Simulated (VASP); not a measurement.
# ZnSe (Stilleite) (F-43m) in VASP: further runs

Runs on ZnSe (Stilleite). Level: PBE. Tasks: G0W0 quasiparticle levels.

All numbers are computed with VASP 6.6.1; they aren't measurements. Logs are shortened: lines on timing, memory, paths and dates and some standing lists are left out, and cuts for length are marked.

### Step 1. Starting point

It takes space group F-43m (No. 216, cubic). Conventional cell: a = 5.668 Å, b = 5.668 Å, c = 5.668 Å, α = 90.00°, β = 90.00°, γ = 90.00°. Se (site symmetry -43m) is surrounded by 4 Zn at 2.45 Å. Zn (site symmetry -43m) is surrounded by 4 Se at 2.45 Å.

### Step 2. G0W0 quasiparticle levels, PBE

The input, POSCAR:

```
ZnSe
1.0
    0.0000000000      2.8338000000      2.8338000000
    2.8338000000      0.0000000000      2.8338000000
    2.8338000000      2.8338000000      0.0000000000
Se Zn
1 1
Direct
    0.7500000000      0.7500000000      0.7500000000
    0.0000000000      0.0000000000      0.0000000000
```

The input, INCAR.step1:

```
SYSTEM = ZnSe
ALGO = Normal
EDIFF = 1E-8
ENCUT = 450
GGA = PE
ISMEAR = 0
LASPH = .True.
LCHARG = .False.
LREAL = .False.
LWAVE = .True.
NELM = 60
PREC = Accurate
SIGMA = 0.01
```

The input, INCAR.step2:

```
SYSTEM = ZnSe
ALGO = Exact
EDIFF = 1E-8
ENCUT = 450
GGA = PE
ISMEAR = 0
ISTART = 1
LASPH = .True.
LCHARG = .False.
LOPTICS = .True.
LREAL = .False.
LWAVE = .True.
NBANDS = 36
NELM = 1
PREC = Accurate
SIGMA = 0.01
```

The input, INCAR.step3:

```
SYSTEM = ZnSe
ALGO = EVGW0
EDIFF = 1E-8
ENCUT = 450
ENCUTGW = 150
GGA = PE
ISMEAR = 0
ISTART = 1
LASPH = .True.
LCHARG = .False.
LREAL = .False.
LWAVE = .False.
NBANDS = 36
NBANDSGW = 17
NELMGW = 1
NOMEGA = 48
PREC = Accurate
PRECFOCK = Fast
SIGMA = 0.01
```

The input, KPOINTS:

```
k-points
0
Gamma
  3 3 3
  0 0 0
```

Potentials or basis: VASP PAW PBE potentials, release 64 (Se_GW, Zn_GW).

Launch:

```bash
$ cat potpaw_PBE.64/Se_GW/POTCAR potpaw_PBE.64/Zn_GW/POTCAR > POTCAR
$ cp INCAR.step1 INCAR
$ mpirun -np 1 vasp_std > vasp.out
$ cp INCAR.step2 INCAR
$ mpirun -np 1 vasp_std > vasp.out
$ cp INCAR.step3 INCAR
$ mpirun -np 1 vasp_std > vasp.out
```

OUTCAR:

```text
SYSTEM = ZnSe
   EDIFF = 1E-8
   ENCUT = 450
   ENCUTGW = 150
   GGA = PE
   ISMEAR = 0
   ISTART = 1
   LASPH = .True.
   LREAL = .False.
   NELMGW = 1
   PREC = Accurate
   PRECFOCK = Fast

 Found      4 irreducible k-points:

 Following reciprocal coordinates:
            Coordinates               Weight
  0.000000  0.000000  0.000000      1.000000
  0.333333  0.000000  0.000000      8.000000
  0.333333  0.333333  0.000000      6.000000
 -0.333333  0.333333  0.000000     12.000000
   k-points           NKPTS =      4   k-points in BZ     NKDIM =     27   number of bands    NBANDS=     36
   number of dos      NEDOS =    301   number of ions     NIONS =      2
   total plane-waves  NPLWV =  21952
   dimension x,y,z NGX =    28 NGY =   28 NGZ =   28
   dimension x,y,z NGXF=    56 NGYF=   56 NGZF=   56
   ions per type =               1   1
   NGX,Y,Z   is equivalent  to a cutoff of  11.62, 11.62, 11.62 a.u.
   NGXF,Y,Z  is equivalent  to a cutoff of  23.23, 23.23, 23.23 a.u.
 SYSTEM =  ZnSe
   PREC   = accura    normal or accurate (medium, high low for compatibility)
   ISTART =      1    job   : 0-new  1-cont  2-samecut
   ICHARG =      0    charge: 1-file 2-atom 10-const
   ISPIN  =      1    spin polarized calculation?
   LNONCOLLINEAR =      F non collinear calculations
   LSORBIT =      F    spin-orbit coupling
   LASPH  =      T    aspherical Exc in radial PAW
   ENCUT  =  450.0 eV  33.07 Ry    5.75 a.u.   6.93  6.93  6.93*2*pi/ulx,y,z
   NELM   =     60;   NELMIN=  2; NELMDL=  0     # of ELM steps
   EDIFF  = 0.1E-07   stopping-criterion for ELM
   LREAL  =      F    real-space projection
   EDIFFG = 0.1E-06   stopping-criterion for IOM
   NSW    =      0    number of steps for IOM
   IBRION =     -1    ionic relax: 0-MD 1-quasi-New 2-CG
   NFREE  =      0    steps in history (QN), initial steepest desc. (CG)
   ISIF   =      0    stress and relaxation
   ISYM   =      3    0-nonsym 1-usesym 2-fastsym
   POTIM  = 0.5000    time-step for ionic-motion
   TEBEG  =    0.0;   TEEND  =   0.0 temperature during run
   PSTRESS=    0.0 pullay stress
   NELECT =      18.0000    total number of electrons
   NUPDOWN=      -1.0000    fix difference up-down
   EMIN   =  10.00;   EMAX   =-10.00  energy-range for DOS
   EFERMI =   0.00;   METHOD = LEGACY
   ISMEAR =     0;   SIGMA  =   0.01  broadening in eV -4-tet -1-fermi 0-gaus
   EFERMI_NEDOS =   21; number of points for ismear=-14 and -15
   IALGO  =     38    algorithm
   IMIX   =      4    mixing-type and parameters
     AMIX     =   0.40;   BMIX     =  1.00
     AMIX_MAG =   1.60;   BMIX_MAG =  1.00
  volume/ion in A,a.u.               =      22.76       153.57
  Fermi-wavevector in a.u.,A,eV,Ry     =   1.201673  2.270834 19.647073  1.444019
  Thomas-Fermi vector in A             =   2.337476
   LORBIT       =      0    0 simple, 1 ext, 2 COOP (PROOUT), +10 PAW based schemes
   GGA     = PE    functional components
   LHFCALC =     T    Hartree Fock is set to
   PRECFOCK=fast      Normal, Fast or Accurate (Low or Medium for compatibility)
   ENCUT4O =  -1.0   cutoff for four orbital integrals eV
   NKREDX  =     1    reduce k-point grid by
   NKREDY  =     1    reduce k-point grid by
   NKREDZ  =     1    reduce k-point grid by
   AEXX    =    1.0000 exact exchange contribution
   HFSCREEN=    0.0000 screening length (either q_TF or 0.3 A-1)
   HFSCREENC=   0.0000 screening length for correlation (either q_TF or 0.3 A-1)
   ENCUTFOCK=  -1.0 apply spherical cutoff to Coloumb kernel
   IVDW    =     0    specifies the selected vdW correction
   LEPSILON=     F    determine dielectric tensor
   LRPA    =     F    only Hartree local field effects (RPA)
   LRPAFORCE           =     F    calculate RPA forces
   ENCUTGW             = 150.0    cutoff for response function in eV
   ENCUTGWSOFT         = 120.0    soft cutoff for Coulomb kernel in GW response function in eV
   ENCUTLF             =  -1.0    cutoff for local field effects
   NELMGW              =     1    number of iterations in solving QP/BSE equation
   NELMHF              =     1    number of iterations in the inner HF iteration
   NKREDLFX            =     1    NKREDLFY  =   1   NKREDLFZ  =   1
 non-spin polarized calculation
 Gauss-broadening in eV      SIGMA  =   0.01
  energy-cutoff  :      450.00
  volume of cell :       45.51
 maximum number of plane-waves:      1002
  NGX = 16; NGY = 16; NGZ = 16
   NGX = 13   NGY = 13   NGZ = 13
 maximum number of plane-waves:       194

 QP shifts <psi_nk| G(iteration)W_0 |psi_nk>: iteration 1
 for sc-GW calculations column KS-energies equals QP-energies in previous step
 and V_xc(KS)=  KS-energies - (<T + V_ion + V_H > + <T+V_H+V_ion>^1  + <V_x>^1)

 k-point   1 :       0.0000    0.0000    0.0000
  band No.  KS-energies  QP-energies   sigma(KS)   V_xc(KS)     V^pw_x(r,r')   Z            occupation Imag(sigma)

      1     -10.5025     -10.6755     -12.5697     -12.3078     -19.8306       0.6606       2.0000       1.2218
      2      -3.8950      -5.2728     -21.8126     -19.7053     -30.8897       0.6538       2.0000       0.3981
      3      -3.8950      -5.2728     -21.8126     -19.7053     -30.8897       0.6538       2.0000       0.3981
      4      -3.8950      -5.2728     -21.8126     -19.7053     -30.8897       0.6538       2.0000       0.3981
      5      -3.5352      -5.0169     -22.7411     -20.4968     -32.0216       0.6602       2.0000       0.3588
      6      -3.5352      -5.0169     -22.7411     -20.4968     -32.0216       0.6602       2.0000       0.3588
      7       2.7416       2.4946     -13.8802     -13.5552     -16.8809       0.7601       2.0000       0.1157
      8       2.7416       2.4946     -13.8802     -13.5552     -16.8809       0.7601       2.0000       0.1157
      9       2.7416       2.4946     -13.8802     -13.5552     -16.8809       0.7601       2.0000       0.1157
     10       3.9823       4.8085      -9.2778     -10.3431      -5.7288       0.7755       0.0000      -0.0821
     11       8.4727       9.1405      -8.8654      -9.7400      -4.9356       0.7635       0.0000      -0.1252
     12       8.4727       9.1405      -8.8654      -9.7400      -4.9356       0.7635       0.0000      -0.1252
     13       8.4727       9.1405      -8.8654      -9.7400      -4.9356       0.7635       0.0000      -0.1252
     14      12.6318      13.0834      -7.4626      -8.0613      -2.4956       0.7543       0.0000      -0.3272
     15      14.1442      14.8446      -9.3878     -10.3197      -4.9907       0.7516       0.0000      -0.3022
     16      14.1442      14.8446      -9.3878     -10.3197      -4.9907       0.7516       0.0000      -0.3022
     17      15.7309      15.9223      -7.3076      -7.5616      -2.2362       0.7537       0.0000      -0.5409

 k-point   2 :       0.3333    0.0000    0.0000
  band No.  KS-energies  QP-energies   sigma(KS)   V_xc(KS)     V^pw_x(r,r')   Z            occupation Imag(sigma)

      1      -9.9290     -10.0585     -12.9200     -12.7264     -20.0665       0.6691       2.0000       1.1191
      2      -3.8250      -5.2192     -21.9628     -19.8401     -31.0693       0.6568       2.0000       0.3950
      3      -3.8250      -5.2192     -21.9628     -19.8401     -31.0693       0.6568       2.0000       0.3950
      4      -3.7224      -5.0491     -20.9674     -18.9596     -29.5970       0.6608       2.0000       0.3940
      5      -3.5286      -5.0156     -22.7568     -20.5138     -32.0526       0.6629       2.0000       0.3623
      6      -3.5286      -5.0156     -22.7568     -20.5138     -32.0526       0.6629       2.0000       0.3623
      7      -1.3562      -1.8732     -13.1058     -12.3887     -17.0533       0.7208       2.0000       0.2234
      8       2.0540       1.7611     -13.3525     -12.9635     -16.3454       0.7531       2.0000       0.1236
      9       2.0540       1.7611     -13.3525     -12.9635     -16.3454       0.7531       2.0000       0.1236
     10       5.3671       6.1393      -9.1884     -10.1941      -5.5832       0.7679       0.0000      -0.0936
     11       9.1513       9.7749      -8.9327      -9.7522      -4.9252       0.7611       0.0000      -0.1446
     12       9.1513       9.7749      -8.9327      -9.7522      -4.9252       0.7611       0.0000      -0.1446
     13      10.2904      10.8988      -9.1683      -9.9773      -4.9038       0.7520       0.0000      -0.2009
     14      13.1203      13.3231      -7.1337      -7.3995      -2.3032       0.7630       0.0000      -0.3282
     15      13.7323      14.3104      -8.8393      -9.6043      -4.3199       0.7558       0.0000      -0.3168
     16      13.7323      14.3104      -8.8393      -9.6043      -4.3199       0.7558       0.0000      -0.3168
     17      18.1579      18.8802      -8.4205      -9.3821      -2.9821       0.7512       0.0000      -0.7347

 k-point   3 :       0.3333    0.3333    0.0000
  band No.  KS-energies  QP-energies   sigma(KS)   V_xc(KS)     V^pw_x(r,r')   Z            occupation Imag(sigma)

      1      -9.7351      -9.8512     -13.0506     -12.8763     -20.1594       0.6666       2.0000       1.0794
      2      -3.8848      -5.1719     -20.4735     -18.5260     -28.9470       0.6609       2.0000       0.3854
      3      -3.7209      -5.1380     -22.2365     -20.0822     -31.4143       0.6578       2.0000       0.3960
      4      -3.7209      -5.1380     -22.2365     -20.0822     -31.4143       0.6578       2.0000       0.3960
      5      -3.5311      -4.9862     -22.4477     -20.2425     -31.6336       0.6599       2.0000       0.3782
      6      -3.4995      -4.9963     -22.8216     -20.5767     -32.1335       0.6668       2.0000       0.3535
      7      -1.0728      -1.5564     -13.8774     -13.2054     -17.9478       0.7197       2.0000       0.2114
      8       0.9854       0.6122     -12.6132     -12.1101     -15.6623       0.7418       2.0000       0.1437
      9       0.9854       0.6122     -12.6132     -12.1101     -15.6623       0.7418       2.0000       0.1437
     10       6.1027       6.4873      -8.3889      -8.8876      -4.7828       0.7712       0.0000      -0.1046
     11       6.6108       7.2374      -9.3394     -10.1629      -5.7435       0.7609       0.0000      -0.1134
     12      11.6536      12.2480      -8.9531      -9.7385      -4.5812       0.7568       0.0000      -0.2504
     13      11.9677      12.7787      -9.4807     -10.5743      -4.9162       0.7415       0.0000      -0.2628
     14      11.9677      12.7787      -9.4807     -10.5743      -4.9162       0.7415       0.0000      -0.2628
     15      15.6139      16.3753      -9.0947     -10.1122      -4.4054       0.7483       0.0000      -0.3840
     16      17.9374      18.5941      -8.1391      -9.0119      -2.8043       0.7524       0.0000      -0.6828
     17      19.3955      20.0331      -8.6989      -9.5269      -3.5001       0.7700       0.0000      -0.8537

 k-point   4 :      -0.3333    0.3333    0.0000
  band No.  KS-energies  QP-energies   sigma(KS)   V_xc(KS)     V^pw_x(r,r')   Z            occupation Imag(sigma)

      1      -9.4978      -9.5997     -13.2764     -13.1236     -20.3582       0.6668       2.0000       1.0340
      2      -3.7977      -5.1784     -21.6380     -19.5462     -30.5782       0.6601       2.0000       0.3861
      3      -3.7177      -5.1348     -22.2399     -20.0899     -31.4135       0.6591       2.0000       0.3940
      4      -3.5758      -5.0498     -22.6257     -20.3898     -31.9116       0.6592       2.0000       0.3783
      5      -3.5272      -5.0161     -22.7462     -20.5059     -32.0440       0.6646       2.0000       0.3617
      6      -3.2992      -4.7196     -22.3727     -20.2218     -31.4303       0.6604       2.0000       0.3870
      7      -1.9702      -2.3564     -12.0687     -11.5291     -15.7681       0.7157       2.0000       0.2381
      8      -0.4319      -0.9441     -12.0865     -11.3865     -15.3639       0.7317       2.0000       0.1801
      9       1.2040       0.8491     -12.7578     -12.2831     -15.7815       0.7479       2.0000       0.1378
     10       6.5278       7.0685      -8.9060      -9.6122      -5.2641       0.7656       0.0000      -0.1115
     11       9.0447       9.8309      -9.6293     -10.6755      -5.6259       0.7515       0.0000      -0.1585
     12      11.1459      11.6875      -9.1453      -9.8588      -4.9715       0.7590       0.0000      -0.2147
     13      11.1874      11.9212      -9.1330     -10.1079      -4.6932       0.7527       0.0000      -0.2262
     14      12.0794      12.6922      -8.5961      -9.4137      -3.9089       0.7495       0.0000      -0.2849
     15      13.8415      14.4283      -8.9774      -9.7530      -4.5162       0.7565       0.0000      -0.3192
     16      18.2675      18.8791      -8.1509      -8.9631      -2.8492       0.7530       0.0000      -0.6964
     17      18.9634      19.4333      -7.8323      -8.4479      -2.5833       0.7633       0.0000      -0.7240
```

Wall time 17 s (1 thread of Intel Xeon 6975P-C (Granite Rapids), shared host); peak memory 0.27 GiB.

These settings aren't checked as converged: the numbers below hold their error.

Results:

- Band gap on the k mesh, mean-field level: 1.24 eV, direct
- Quasiparticle gap: 2.31 eV
- Least direct quasiparticle gap: 2.31 eV

Caveat: the k mesh is coarse (spacing up to 0.64 Å⁻¹), so the values aren't converged; bands, screening cutoff and mesh are small and nothing is extrapolated, so the quasiparticle values aren't converged.

(Continued in part 2 of 4.)
